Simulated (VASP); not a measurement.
# ZnSe (Stilleite): polarisation by the Berry phase, part 2 of 2

Wanted: a Born charge of ZnSe (Stilleite) from Berry phases. The cell is of the zinc-blende type, one of the forms listed for this formula, which need not be the common one. The start is a cell from a database of measured crystal structures.

VASP 6.6.1, plane waves and PAW; the level of theory is named at each step.

So far. Step 5 (Berry phase, displacement (A) 0.1): At +0.1 Å the ionic and electronic dipoles along z are -20.053 and -0.997 e Å.

### 6. Berry phase, displacement (A) 0.15

Level of this step: r2SCAN, displaced atoms; plane waves and PAW (Se, Zn) (VASP).

The next place on the path.

File INCAR:

```
SYSTEM = ZnSe
PREC = Accurate
ENCUT = 400
EDIFF = 1E-08
NELM = 100
ISMEAR = 0
SIGMA = 0.01
LREAL = .FALSE.
ALGO = Normal
METAGGA = R2SCAN
LASPH = .TRUE.
NBANDS = 15
LWAVE = .FALSE.
LCHARG = .FALSE.
KPAR = 2
LCALCPOL = .TRUE.
DIPOL = 0.125 0.125 0.125
```

File POSCAR:

```
ZnSe
1.0
    0.0000000000      2.8338000000      2.8338000000
    2.8338000000      0.0000000000      2.8338000000
    2.8338000000      2.8338000000      0.0000000000
Se Zn
1 1
Direct
    0.7500000000      0.7500000000      0.7500000000
    0.0264662291      0.0264662291     -0.0264662291
```

File KPOINTS:

```
Automatic mesh
0
Gamma
12 12 12
0 0 0
```

PAW data sets: Se and Zn (PBE family, release 64).

Command:

```console
$ mpirun -np 2 vasp_std
```

The program printed:

```text
[... set-up lines as in an earlier step ...]
 entering main loop
       N       E                     dE             d eps       ncg     rms          rms(c)
DAV:   1     0.579782671054E+02    0.57978E+02   -0.75897E+03  8400   0.119E+03
DAV:   2    -0.228064651074E+02   -0.80785E+02   -0.76537E+02  9464   0.237E+02
DAV:   3    -0.275964213567E+02   -0.47900E+01   -0.47738E+01 10073   0.607E+01
DAV:   4    -0.276301449109E+02   -0.33724E-01   -0.33720E-01 10234   0.549E+00
[...]
DAV:  15    -0.248413689141E+02   -0.84208E-06   -0.13542E-07 11924   0.748E-03    0.260E-04
DAV:  16    -0.248413688475E+02    0.66527E-07   -0.23601E-08  9020   0.217E-03    0.223E-04
DAV:  17    -0.248413688538E+02   -0.62385E-08   -0.17565E-09  5054   0.333E-04
 p_tot=( -0.213E+02 -0.213E+02 -0.209E+02 )
   1 F= -.24841369E+02 E0= -.24841369E+02  d E =-.917012E-59
```

The job ended after 2.8 min (2 MPI ranks of Intel Xeon 6975P-C (Granite Rapids), shared host; peak memory 0.7 GiB).

From OUTCAR (step 6):

```text
  Total        0.1385573      0.1385573     -0.0269715     -0.8128067      0.0000000      0.0000000
  in kB        4.8775594      4.8775594     -0.9494617    -28.6127944      0.0000000      0.0000000
  external PRESSURE =       2.9352190 kB  Pullay stress =       0.0000000 kB

 POSITION                                       TOTAL-FORCE (eV/Angst)
 -----------------------------------------------------------------------------------
      4.25070      4.25070      4.25070         0.000000      0.000000      0.823362
      2.83380      2.83380      0.15000         0.000000      0.000000     -0.823362
 -----------------------------------------------------------------------------------
    total drift:                                0.000064      0.000064     -0.016766

  FREE ENERGIE OF THE ION-ELECTRON SYSTEM (eV)
  ---------------------------------------------------
  free  energy   TOTEN  =       -24.8413688538 eV

  energy  without entropy=      -24.8413688538  energy(sigma->0) =      -24.84136885

[... 2 parts as in an earlier step ...]

[... 1 further part left out ...]
[key lines of the parts left out:]
E-fermi :   1.5375
```

At +0.15 Å the ionic and electronic dipoles along z are -19.453 and -1.493 e Å.

### 7. Berry phase, displacement (A) 0.2

The next place on the path.

INCAR is that of step 6.

Changes to POSCAR since step 6:

```diff
@@ -9,2 +9,2 @@
     0.7500000000      0.7500000000      0.7500000000
-    0.0264662291      0.0264662291     -0.0264662291
+    0.0352883055      0.0352883055     -0.0352883055
```

KPOINTS is that of step 6.

Command:

```console
$ mpirun -np 2 vasp_std
```

The program printed:

```text
[... set-up lines as in an earlier step ...]
 entering main loop
       N       E                     dE             d eps       ncg     rms          rms(c)
DAV:   1     0.568023128734E+02    0.56802E+02   -0.73833E+03  8400   0.120E+03
DAV:   2    -0.228969868708E+02   -0.79699E+02   -0.75623E+02  9527   0.235E+02
DAV:   3    -0.275570935895E+02   -0.46601E+01   -0.46454E+01 10010   0.599E+01
DAV:   4    -0.275892134991E+02   -0.32120E-01   -0.32117E-01 10199   0.537E+00
[...]
DAV:  15    -0.247939678580E+02   -0.72468E-06   -0.12214E-07 11939   0.714E-03    0.270E-04
DAV:  16    -0.247939678231E+02    0.34966E-07   -0.21421E-08  8758   0.205E-03    0.194E-04
DAV:  17    -0.247939678176E+02    0.54449E-08   -0.15086E-09  5089   0.370E-04
 p_tot=( -0.213E+02 -0.213E+02 -0.208E+02 )
   1 F= -.24793968E+02 E0= -.24793968E+02  d E =-.722720E-58
```

The job ended after 2.8 min (2 MPI ranks; peak memory 0.7 GiB).

From OUTCAR (step 7):

```text
  Total        0.3196024      0.3196024      0.0247442     -1.0845892      0.0000000      0.0000000
  in kB       11.2507903     11.2507903      0.8710550    -38.1802084      0.0000000      0.0000000
  external PRESSURE =       7.7908785 kB  Pullay stress =       0.0000000 kB

 POSITION                                       TOTAL-FORCE (eV/Angst)
 -----------------------------------------------------------------------------------
      4.25070      4.25070      4.25070         0.000000      0.000000      1.077187
      2.83380      2.83380      0.20000         0.000000      0.000000     -1.077187
 -----------------------------------------------------------------------------------
    total drift:                                0.000132      0.000132      0.003802

  FREE ENERGIE OF THE ION-ELECTRON SYSTEM (eV)
  ---------------------------------------------------
  free  energy   TOTEN  =       -24.7939678176 eV

  energy  without entropy=      -24.7939678176  energy(sigma->0) =      -24.79396782

[... 2 parts as in an earlier step ...]

[... 1 further part left out ...]
[key lines of the parts left out:]
E-fermi :   1.5608
```

At +0.2 Å the ionic and electronic dipoles along z are -18.854 and -1.989 e Å.

### 8. Berry phase, displacement (A) 0.3

The next place on the path.

INCAR is that of step 7.

Changes to POSCAR since step 7:

```diff
@@ -9,2 +9,2 @@
     0.7500000000      0.7500000000      0.7500000000
-    0.0352883055      0.0352883055     -0.0352883055
+    0.0529324582      0.0529324582     -0.0529324582
```

KPOINTS is that of step 7.

Command:

```console
$ mpirun -np 2 vasp_std
```

The program printed:

```text
[... set-up lines as in an earlier step ...]
 entering main loop
       N       E                     dE             d eps       ncg     rms          rms(c)
DAV:   1     0.546829639995E+02    0.54683E+02   -0.70477E+03  8408   0.116E+03
DAV:   2    -0.230417457037E+02   -0.77725E+02   -0.73865E+02  9639   0.231E+02
DAV:   3    -0.274445343569E+02   -0.44028E+01   -0.43905E+01 10010   0.582E+01
DAV:   4    -0.274738756418E+02   -0.29341E-01   -0.29339E-01 10269   0.520E+00
[...]
DAV:  17    -0.246605143838E+02    0.27333E-07   -0.13058E-09  4963   0.578E-04    0.404E-05
DAV:  18    -0.246605143364E+02    0.47347E-07   -0.45403E-10  4578   0.224E-04    0.293E-05
DAV:  19    -0.246605143314E+02    0.50461E-08   -0.48252E-11  4557   0.812E-05
 p_tot=( -0.213E+02 -0.213E+02 -0.206E+02 )
   1 F= -.24660514E+02 E0= -.24660514E+02  d E =-.278742E-13
```

It took 3 min on 2 MPI ranks; peak memory 0.7 GiB; 5.9 min of CPU time.

OUTCAR, selected parts (step 8):

```text
  Total        0.8244271      0.8244271      0.1563575     -1.6840742      0.0000000      0.0000000
  in kB       29.0218601     29.0218601      5.5041686    -59.2835537      0.0000000      0.0000000
  external PRESSURE =      21.1826296 kB  Pullay stress =       0.0000000 kB

 POSITION                                       TOTAL-FORCE (eV/Angst)
 -----------------------------------------------------------------------------------
      4.25070      4.25070      4.25070         0.000000      0.000000      1.575918
      2.83380      2.83380      0.30000         0.000000      0.000000     -1.575918
 -----------------------------------------------------------------------------------
    total drift:                                0.000209      0.000209      0.005599

  FREE ENERGIE OF THE ION-ELECTRON SYSTEM (eV)
  ---------------------------------------------------
  free  energy   TOTEN  =       -24.6605143314 eV

  energy  without entropy=      -24.6605143314  energy(sigma->0) =      -24.66051433

[... 2 parts as in an earlier step ...]

[... 1 further part left out ...]
[key lines of the parts left out:]
E-fermi :   1.5163
```

At +0.3 Å the ionic and electronic dipoles along z are -17.654 and -2.977 e Å.

### 9. Summary

This step: Born charge from Berry-phase polarisation, r2SCAN; plane waves and PAW (VASP 6.6.1).

No new run; the numbers come from the runs before.

Numbers from this step:

- Born charge column from the Berry phase: -0.0014, -0.0015, 2.085 e
- force constant: 5.261 eV/Å²

The change of polarisation, branches joined, z by displacement:

| displacement (Å) | change of polarisation, branches joined, z (uC/cm²) |
| --- | --- |
| 0.000 | 0 |
| 0.050 | 3.63 |
| 0.100 | 7.27 |
| 0.150 | 10.9 |
| 0.200 | 14.6 |
| 0.300 | 22.0 |

Energy above the lowest point against displacement:

| displacement (Å) | energy above the lowest point (meV) |
| --- | --- |
| 0.000 | 0 |
| 0.050 | 6.91 |
| 0.100 | 27.4 |
| 0.150 | 61.6 |
| 0.200 | 109 |
| 0.300 | 242 |

### 10. Summary of results

| Item | Value |
| --- | --- |
| Born charge column from the Berry phase | 0.00, 0.00, 2.09 e |
| force constant | 5.26 eV/Å² |

What this shows: The Berry phase gives Zn2 a Born charge of 2.09 e along z. The dipole is defined up to a lattice vector times e, so only its changes along the path are used. Charge and force constant come from straight lines through all places from +0 to +0.3 Å, so they hold the curvature of the path, and the values at the undisplaced site can differ by some per cent. The force constant is minus the slope of the force on the moved atom, whose periodic images move with it while all else is held. The mesh of the Berry phase wasn't tested for convergence.

[Lines on the potential files, build, host, timing and source positions are cut from VASP's logs without a mark.]

[Logs are printed without paths, hosts, clocks, repeated set-up lines and the standing remarks that a program may print on its own settings, such as how far it seeks lower states.]

[Hosts, paths, dates, database ids (printed as entryN), source tags and the programs' standing remarks are cut or masked in the printed files.]
